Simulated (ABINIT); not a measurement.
# AlP (F-43m): G0W0 with ABINIT, start to end, part 2 of 3

Aim: the G0W0 gap of AlP (F-43m) on PBE, step by step.

ABINIT 10.8.3; PBE and many-body steps on it, plane waves. Known limits of the many-body steps: not at the basis limit; coarse k mesh.

So far. Step 2 (Ground state): The gap is indirect, with the least direct gap 1.76 eV higher.

The database entry behind the starting cell differs from later determinations by our own check (0.1 to 0.3 % short, probably kX units), so it need not match the best structure at ambient conditions.

### Step 3. Bands along the symmetry lines

Level of this step: DFT, PBE, plane waves, norm-conserving pseudopotentials (ABINIT).

The cheap functional maps the bands first; the places of the edges decide which points the dearer methods must see.

Contents of run.abi:

```
acell 3*1.0 Angstrom
rprim 
  -0.000000000000 2.725500000000 2.725500000000
  2.725500000000 -0.000000000000 2.725500000000
  2.725500000000 2.725500000000 -0.000000000000
ntypat 2
znucl 13 15
natom 2
typat 1 2
xred 
  0.000000000000 0.000000000000 0.000000000000
  0.250000000000 0.250000000000 0.250000000000
pp_dirpath "pseudos"
pseudos "Al.upf, P.upf"
ecut 18
iscf -2
irdden 1
kptopt 0
nkpt 50
kpt 
  0.00000000 0.00000000 0.00000000
  -0.06250000 -0.06250000 0.00000000
  -0.12500000 -0.12500000 0.00000000
  -0.18750000 -0.18750000 0.00000000
  -0.25000000 -0.25000000 0.00000000
  -0.31250000 -0.31250000 0.00000000
  -0.37500000 -0.37500000 0.00000000
  -0.43750000 -0.43750000 0.00000000
  -0.50000000 -0.50000000 0.00000000
  -0.48437500 -0.48437500 0.03125000
  -0.46875000 -0.46875000 0.06250000
  -0.45312500 -0.45312500 0.09375000
  -0.43750000 -0.43750000 0.12500000
  -0.42187500 -0.42187500 0.15625000
  -0.40625000 -0.40625000 0.18750000
  -0.39062500 -0.39062500 0.21875000
  -0.37500000 -0.37500000 0.25000000
  -0.37500000 0.00000000 0.37500000
  -0.32812500 0.00000000 0.32812500
  -0.28125000 0.00000000 0.28125000
  -0.23437500 0.00000000 0.23437500
  -0.18750000 0.00000000 0.18750000
  -0.14062500 0.00000000 0.14062500
  -0.09375000 0.00000000 0.09375000
  -0.04687500 0.00000000 0.04687500
  0.00000000 0.00000000 0.00000000
  0.00000000 0.00000000 0.06250000
  0.00000000 0.00000000 0.12500000
  0.00000000 0.00000000 0.18750000
  0.00000000 0.00000000 0.25000000
  0.00000000 0.00000000 0.31250000
  0.00000000 0.00000000 0.37500000
  0.00000000 0.00000000 0.43750000
  0.00000000 0.00000000 0.50000000
  -0.06250000 -0.03125000 0.46875000
  -0.12500000 -0.06250000 0.43750000
  -0.18750000 -0.09375000 0.40625000
  -0.25000000 -0.12500000 0.37500000
  -0.31250000 -0.15625000 0.34375000
  -0.37500000 -0.18750000 0.31250000
  -0.43750000 -0.21875000 0.28125000
  -0.50000000 -0.25000000 0.25000000
  -0.50000000 -0.28125000 0.21875000
  -0.50000000 -0.31250000 0.18750000
  -0.50000000 -0.34375000 0.15625000
  -0.50000000 -0.37500000 0.12500000
  -0.50000000 -0.40625000 0.09375000
  -0.50000000 -0.43750000 0.06250000
  -0.50000000 -0.46875000 0.03125000
  -0.50000000 -0.50000000 0.00000000
istwfk *1
nband 11
nbdbuf 2
tolwfr 1e-08
nstep 40
prtwf 0
prtvol 0
indata_prefix "in"
outdata_prefix "out"
tmpdata_prefix "tmp"
```

Command:

```console
> OMP_NUM_THREADS=1 mpirun -n 4 abinit run.abi > log
```

Numbers of over 12 decimals in the logs are rounded to 6 here.

Log:

```text
.Version 10.8.3 of ABINIT. v10.8.2 released Aug 2026.

 Symmetries : space group F-4 3 m (#216); Bravais cF (face-center cubic)
[... echo of the input left out ...]
== DATASET  1 ==================================================================
-   mpi_nproc: 4, omp_nthreads: 1 (-1 if OMP is not activated)

--- !DatasetInfo
iteration_state: {dtset: 1, }
dimensions: {natom: 2, nkpt: 50, mband: 11, nsppol: 1, nspinor: 1, nspden: 1, mpw: 1010, }
cutoff_energies: {ecut:  18.0, pawecutdg:  -1.0, }
electrons: {nelect:   8.00000000E+00, charge:   0.00000000E+00, occopt:   1.00000000E+00, tsmear:   1.00000000E-02, }

 Real(R)+Recip(G) space primitive vectors, cartesian coordinates (Bohr,Bohr^-1):
 R(1)=  0.0000000  5.1504486  5.1504486  G(1)= -0.0970789  0.0970789  0.0970789
 R(2)=  5.1504486  0.0000000  5.1504486  G(2)=  0.0970789 -0.0970789  0.0970789
 R(3)=  5.1504486  5.1504486  0.0000000  G(3)=  0.0970789  0.0970789 -0.0970789
 Unit cell volume ucvol=  2.7325314E+02 bohr^3
 Angles (23,13,12)=  6.00000000E+01  6.00000000E+01  6.00000000E+01 degrees

 getcut: wavevector=  0.0000  0.0000  0.0000  ngfft=  30  30  30
         ecut(hartree)=     18.000   => boxcut(ratio)=   2.15895

--- Pseudopotential description ------------------------------------------------
- Al Generated using ONCVPSP code by D. R. Hamann
- 13.00000   3.00000  171031                  znucl, zion, pspdat
12 -101130 2 -1 1876                          pspcod,pspxc,lmax,lloc,mmax
     nproj     2     2     2
  pspatm : epsatm=    4.08140545
         --- l  ekb(1:nproj) -->
             0    5.126667    0.728291
             1    7.287548    0.832437
             2   -2.770497   -0.637722
 pspatm: atomic psp has been read  and splines computed

- P Generated using ONCVPSP code by D. R. Hamann
- 15.00000   5.00000  171031                  znucl, zion, pspdat
12 -101130 2 -1 1298                          pspcod,pspxc,lmax,lloc,mmax
     nproj     2     2     2
  pspatm : epsatm=    8.05910421
         --- l  ekb(1:nproj) -->
[...]
pspatm: atomic psp has been read  and splines computed

--------------------------------------------------------------------------------

================================================================================
 prteigrs : about to open file out_EIG
 Non-SCF case, kpt    1 (  0.00000  0.00000  0.00000), residuals and eigenvalues=
  5.81E-09  2.58E-09  3.60E-09  4.92E-09  3.81E-09  4.64E-09  5.97E-09  2.80E-09
[...]
-2.8161E-01  1.4241E-01  1.4241E-01  1.4241E-01  2.6461E-01  3.1015E-01
  3.1015E-01  3.1015E-01  4.6655E-01  4.6655E-01  5.2201E-01
 Non-SCF case, kpt    2 ( -0.06250 -0.06250  0.00000), residuals and eigenvalues=
  8.01E-09  4.99E-09  1.60E-09  3.31E-09  7.33E-09  7.34E-09  8.38E-09  7.14E-09
[...]
-2.7946E-01  1.2963E-01  1.3739E-01  1.3739E-01  2.7813E-01  3.0370E-01
[...]
9.22E-09  1.89E-09  4.92E-09  4.34E-09  1.48E-09  4.70E-09  6.52E-09  8.11E-09
[...]
-2.7310E-01  1.0154E-01  1.2494E-01  1.2494E-01  2.8761E-01  3.0481E-01
  3.3918E-01  3.3918E-01  4.1547E-01  4.7741E-01  5.6184E-01
[...]
Non-SCF case, kpt   49 ( -0.50000 -0.46875  0.03125), residuals and eigenvalues=
[...]
-1.9490E-01 -5.2884E-02  6.3010E-02  6.3351E-02  2.0278E-01  2.3606E-01
  5.4004E-01  5.4789E-01  5.6433E-01  5.8346E-01  6.0593E-01
 Non-SCF case, kpt   50 ( -0.50000 -0.50000  0.00000), residuals and eigenvalues=
[...]
-1.9497E-01 -5.3302E-02  6.4663E-02  6.4663E-02  1.9988E-01  2.3311E-01
  5.5018E-01  5.5018E-01  5.8566E-01  5.8566E-01  5.8696E-01

--- !ResultsGS
iteration_state: {dtset: 1, }
comment   : Summary of ground state results
lattice_vectors:
- [ -0.0000000,   5.1504486,   5.1504486, ]
- [  5.1504486,  -0.0000000,   5.1504486, ]
- [  5.1504486,   5.1504486,  -0.0000000, ]
lattice_lengths: [   7.28383,    7.28383,    7.28383, ]
lattice_angles: [ 60.000,  60.000,  60.000, ] # degrees, (23, 13, 12)
lattice_volume:   2.7325314E+02
convergence: {deltae:  0.000E+00, res2:  0.000E+00, residm:  9.993E-09, diffor:  0.000E+00, }
etotal    :  -9.28807401E+00
entropy   :   0.00000000E+00
fermie    :   1.42408811E-01
cartesian_stress_tensor: null
pressure_GPa: null
xred      :
- [  0.0000E+00,   0.0000E+00,   0.0000E+00, Al]
- [  2.5000E-01,   2.5000E-01,   2.5000E-01,  P]
cartesian_forces: null
force_length_stats: {min: null, max: null, mean: null, }

 Integrated electronic density in atomic spheres:
 ------------------------------------------------
 Atom  Sphere_radius  Integrated_density
[...]
================================================================================

 ----iterations are completed or convergence reached----

 Mean square residual over all n,k,spin=   50.863E-10; max=  99.925E-10
 reduced coordinates (array xred) for    2 atoms
[...]
cartesian coordinates (angstrom) at end:
    1      0.000000     0.000000     0.000000
    2      1.362750     1.362750     1.362750
 length scales=  1.889726125908  1.889726125908  1.889726125908 bohr
              =  1.000000000000  1.000000000000  1.000000000000 angstroms
 prteigrs : about to open file out_EIG
 Eigenvalues (hartree) for nkpt=  50  k points:
 kpt#   1, nband= 11, wtk=  1.00000, kpt=  0.0000  0.0000  0.0000 (reduced coord)
[...]
kpt#   2, nband= 11, wtk=  1.00000, kpt= -0.0625 -0.0625  0.0000 (reduced coord)
[...]
kpt#   3, nband= 11, wtk=  1.00000, kpt= -0.1250 -0.1250  0.0000 (reduced coord)
[...]
kpt#  49, nband= 11, wtk=  1.00000, kpt= -0.5000 -0.4687  0.0313 (reduced coord)
  -0.19490   -0.05288    0.06301    0.06335    0.20278    0.23606    0.54004    0.54789
   0.56433    0.58346    0.60593
 kpt#  50, nband= 11, wtk=  1.00000, kpt= -0.5000 -0.5000  0.0000 (reduced coord)
  -0.19497   -0.05330    0.06466    0.06466    0.19988    0.23311    0.55018    0.55018
   0.58566    0.58566    0.58696

== END DATASET(S) ==============================================================
================================================================================

 -outvars: echo values of variables after computation  --------
            nband          11
             nkpt          50
          spgroup         216
 [... the other variables as echoed above ...]

 Calculation completed.
```

Elapsed: 3.7 s, on 4 MPI ranks of Arm Neoverse V2, shared host; peak memory 0.23 GiB; 14 s of CPU time.

Numbers from this step:

| Item | Value |
| --- | --- |
| gap | 1.564 eV |
| k of the valence top | 0, 0, 0 |
| k of the conduction bottom | -0.5, -0.5, 0 |
| least direct gap | 3.325 eV |

The gap is 1.564 eV, as in the run before at this level.

Electronic bands along the path, in eV, zero at the top of the highest filled band; v1 is the highest filled band, c1 the lowest empty one:

```csv
point,v4,v3,v2,v1,c1,c2,c3,c4
Γ,-11.54,0.00,0.00,0.00,3.33,4.56,4.56,4.56
halfway,-10.65,-2.89,-1.30,-1.30,2.86,4.09,7.09,7.09
X,-9.18,-5.33,-2.12,-2.12,1.56,2.47,11.10,11.10
halfway,-9.17,-5.24,-2.69,-2.02,1.94,3.20,9.98,10.33
U,-9.21,-5.04,-3.44,-1.74,2.43,5.12,8.47,8.76
jump to K,-9.21,-5.04,-3.44,-1.74,2.43,5.12,8.47,8.76
halfway,-10.57,-3.44,-1.95,-0.42,4.31,5.27,5.50,6.21
Γ,-11.54,0.00,0.00,0.00,3.33,4.56,4.56,4.56
halfway,-10.88,-3.19,-0.44,-0.44,3.34,5.15,5.15,6.96
L,-9.85,-5.55,-0.77,-0.77,2.83,4.82,4.82,8.28
halfway,-9.53,-5.19,-2.61,-1.49,3.95,4.54,6.90,7.72
W,-9.13,-4.93,-3.19,-2.83,4.32,5.96,6.15,6.39
halfway,-9.16,-5.16,-2.67,-2.52,2.65,3.59,8.67,9.04
X,-9.18,-5.33,-2.12,-2.12,1.56,2.47,11.10,11.10
```

The electronic bands as a text plot (rows in eV, shown from -8.0 to 7.2 only):

```
    6.9 |    +++            ++              +         ++++ +
    6.2 |    +             +  +++++        +         +   ++
    5.6 |  ++                 +++  ++               +    + +
    5.0 | +  +            +     ++++++   +++++++++++   ++   +
    4.3 |++++ ++         +      +++++++++           ++++++++
    3.7 | ++++  ++      +   ++++     +  ++++        +++     ++
    3.1 |+    ++  +    +   +          ++    ++++++++          ++
    2.4 |       ++ ++++  ++                                  ++ +
    1.8 |         +++++++                                      ++
    1.2 |
    0.5 |
   -0.1 |**                      ***********
   -0.7 |  ***                ***  ***      *********
   -1.4 |  ** ****         ***   ****    **         ***
   -2.0 |    *    *********     *          *         * **      **
   -2.6 |     **       **     ** **                   *  ******
   -3.3 |                *****  *           *          ******
   -3.9 |       **            **             **
   -4.5 |         *         **                 *
   -5.2 |          *********                    *   *************
   -5.8 |                                        ***
   -6.4 |
   -7.1 |
   -7.7 |
         Γ           X  U|K            Γ         L        W     X
```

### Step 4. Empty states on the mesh, 4×4×4 mesh, 77 bands

The sums over transitions need many empty states on a uniform mesh; this step solves for them.

Contents of run.abi:

```
acell 3*1.0 Angstrom
rprim 
  -0.000000000000 2.725500000000 2.725500000000
  2.725500000000 -0.000000000000 2.725500000000
  2.725500000000 2.725500000000 -0.000000000000
ntypat 2
znucl 13 15
natom 2
typat 1 2
xred 
  0.000000000000 0.000000000000 0.000000000000
  0.250000000000 0.250000000000 0.250000000000
pp_dirpath "pseudos"
pseudos "Al.upf, P.upf"
ecut 18
ngkpt 4 4 4
nshiftk 1
shiftk 0 0 0
kptopt 1
chksymbreak 0
irdden 1
istwfk *1
nband 77
prtvol 0
optdriver 6
gwr_task "HDIAGO"
paral_kgb 0
occopt 1
indata_prefix "in"
outdata_prefix "out"
tmpdata_prefix "tmp"
```

Log:

```text
[banner, memory and clock lines left out]
.Version 10.8.3 of ABINIT. v10.8.2 released Aug 2026.

 Symmetries : space group F-4 3 m (#216); Bravais cF (face-center cubic)
[... echo of the input left out ...]
== DATASET  1 ==================================================================
-   mpi_nproc: 4, omp_nthreads: 1 (-1 if OMP is not activated)

--- !DatasetInfo
iteration_state: {dtset: 1, }
dimensions: {natom: 2, nkpt: 8, mband: 77, nsppol: 1, nspinor: 1, nspden: 1, mpw: 1008, }
cutoff_energies: {ecut:  18.0, pawecutdg:  -1.0, }
electrons: {nelect:   8.00000000E+00, charge:   0.00000000E+00, occopt:   1.00000000E+00, tsmear:   1.00000000E-02, }

.Using double precision arithmetic; gwpc =  8

- Reading GS density from: in_DEN

--- Pseudopotential description ------------------------------------------------
- Al Generated using ONCVPSP code by D. R. Hamann
- 13.00000   3.00000  171031                  znucl, zion, pspdat
12 -101130 2 -1 1876                          pspcod,pspxc,lmax,lloc,mmax
     nproj     2     2     2
  pspatm : epsatm=    4.08140545
         --- l  ekb(1:nproj) -->
             0    5.126667    0.728291
             1    7.287548    0.832437
             2   -2.770497   -0.637722
 pspatm: atomic psp has been read  and splines computed

- P Generated using ONCVPSP code by D. R. Hamann
- 15.00000   5.00000  171031                  znucl, zion, pspdat
12 -101130 2 -1 1298                          pspcod,pspxc,lmax,lloc,mmax
     nproj     2     2     2
  pspatm : epsatm=    8.05910421
         --- l  ekb(1:nproj) -->
             0    6.598722    1.052341
             1    3.369366    0.884600
             2   -3.154982   -0.827415
 pspatm: atomic psp has been read  and splines computed

   9.71240773E+01                                ecore*ucvol(ha*bohr**3)

 Total charge density [el/Bohr^3]
)     Maximum=    1.2349E-01  at reduced coord.    0.1667    0.2000    0.4667
)     Minimum=    1.5260E-03  at reduced coord.    0.0000    0.0000    0.0000
   Integrated=    8.0000E+00

 === KS gaps after direct diagonalization ===
 Indirect band gap semiconductor
 Fundamental gap:     1.564 (eV)
   VBM:     3.875 (eV) at k: [ 0.0000E+00,  0.0000E+00,  0.0000E+00]
   CBM:     5.439 (eV) at k: [ 5.0000E-01,  5.0000E-01,  0.0000E+00]
 Direct gap:         3.325 (eV) at k: [ 0.0000E+00,  0.0000E+00,  0.0000E+00]

== END DATASET(S) ==============================================================

 -outvars: echo values of variables after computation  --------
           etotal      0.0000000000E+00
            nband          77
             nkpt           8
          spgroup         216
 [... the other variables as echoed above ...]

 Calculation completed.
```

Run time: 3.7 s. Hardware: 4 MPI ranks; peak memory 0.39 GiB; 14 s of CPU time.

This step gave:

* gap: 1.564 eV
* k of the valence top: 0, 0, 0
* k of the conduction bottom: 0.5, 0.5, 0
* least direct gap: 3.325 eV
* k points computed: 8
* lowest point of the top converged band, above the valence top: 68.4039 eV

On this mesh the gap is 1.564 eV.

### Step 5. Screening, 4×4×4 mesh, 69 bands, screening to 108.8 eV

The RPA dielectric matrix is built and inverted for each q.

This step: RPA screening on PBE, plane waves, norm-conserving pseudopotentials.

Edit run.abi of step 4 so:

```diff
@@ -20,10 +20,11 @@
 chksymbreak 0
-irdden 1
 istwfk *1
-nband 77
-prtvol 0
-optdriver 6
-gwr_task "HDIAGO"
-paral_kgb 0
 occopt 1
+irdwfk 1
+optdriver 3
+nband 69
+ecuteps 4
+inclvkb 2
+awtr 1
+symchi 1
 indata_prefix "in"
```

Log:

```text
.Version 10.8.3 of ABINIT. v10.8.2 released Aug 2026.

 Symmetries : space group F-4 3 m (#216); Bravais cF (face-center cubic)
[... echo of the input left out ...]
== DATASET  1 ==================================================================
-   mpi_nproc: 4, omp_nthreads: 1 (-1 if OMP is not activated)

--- !DatasetInfo
iteration_state: {dtset: 1, }
dimensions: {natom: 2, nkpt: 8, mband: 69, nsppol: 1, nspinor: 1, nspden: 1, mpw: 1008, }
cutoff_energies: {ecut:  18.0, pawecutdg:  -1.0, }
electrons: {nelect:   8.00000000E+00, charge:   0.00000000E+00, occopt:   1.00000000E+00, tsmear:   1.00000000E-02, }

 SCREENING: Calculation of the susceptibility and dielectric matrices

 Based on a program developped by R.W. Godby, V. Olevano, G. Onida, and L. Reining.
 Incorporated in ABINIT by V. Olevano, G.-M. Rignanese, and M. Torrent.
.Using double precision arithmetic ; gwpc =  8

[... cell and pseudopotentials left out ...]
--------------------------------------------------------------------------------

 ==== K-mesh for the wavefunctions ====
 Number of points in the irreducible wedge :     8
[... list of points left out ...]
 Together with 24 symmetry operations and time-reversal symmetry
 yields    64 points in the full Brillouin Zone.

 ==== Q-mesh for the screening function ====
 Number of points in the irreducible wedge :     8
[... list of points left out ...]
 Together with 24 symmetry operations and time-reversal symmetry
 yields    64 points in the full Brillouin Zone.

 setmesh: FFT mesh size selected  =    24x   24x   24
          total number of points  =        13824

 vcoul_init : cutoff-mode = AUXILIARY_FUNCTION
 q-points for optical limit:   1
     1)      0.000010    0.000020    0.000030

- screening: taking advantage of time-reversal symmetry
- Maximum band index for partially occupied states nbvw = 4
- Remaining bands to be divided among processors   nbcw = 65
- Number of bands treated by each node ~16

 Number of electrons calculated from density =    8.0000; Expected =    8.0000
 average of density, n =  0.029277
 r_s =    2.0128
 omega_plasma =   16.5051 [eV]

 calculating chi0 at frequencies [eV] :
  1    0.000000E+00    0.000000E+00
  2    0.000000E+00    1.650509E+01

--------------------------------------------------------------------------------
  q-point number  1        q = ( 0.000000, 0.000000, 0.000000) [r.l.u.]
--------------------------------------------------------------------------------
[... chi0 elements left out ...]
 For q-point:  0.000010 0.000020 0.000030
  dielectric constant =  10.6986
  dielectric constant without local fields =  12.1864

  Average fulfillment of the sum rule on Im[epsilon] for q-point    1 :     82.81  [%]
[... wings left out ...]
  q-point number  2        q = ( 0.250000, 0.000000, 0.000000) [r.l.u.]
--------------------------------------------------------------------------------
[... chi0 elements left out ...]
  Average fulfillment of the sum rule on Im[epsilon] for q-point    2 :     88.98  [%]

 [... 6 further q-points ...]
```

Elapsed: 4.2 s, on 4 MPI ranks; peak memory 0.4 GiB; 17 s of CPU time.

This step gave:

```yaml
eps_infinity_with_local_fields_on_this_mesh_along_the_program_s_q_direction: 10.70
the_same_without_local_fields: 12.19
plasma_frequency: 16.51 eV
plane_waves_in_the_screening_matrix: 113
```

Local fields lower ε∞ by 12 %. On a Γ-centred mesh this coarse the value itself is usually too large, while a short band sum pulls it down.

[end of part 2 of 3]

[Paths, hosts, dates, memory and timing lines, banners, echoed tables and standing remarks are left out of the program output.]

[Logs are printed without paths, hosts, clocks, repeated set-up lines and the standing remarks that a program may print on its own settings, such as how far it seeks lower states.]

[Runs of the session that timed out or met a known fault of the program may be left out.]

[Hosts, paths, dates, database ids (printed as entryN), source tags and the programs' standing remarks are cut or masked in the printed files.]

[G0W0 gaps are taken among the corrected bands and points alone; a level outside them can change the order at an edge.]

[Where Ansatz stands beside ABINIT at settings called matched, ABINIT's density can come from a denser mesh and the files from another edition; pairs whose starting gaps differed by over 0.03 eV were left out, so agreement reads better than it is.]
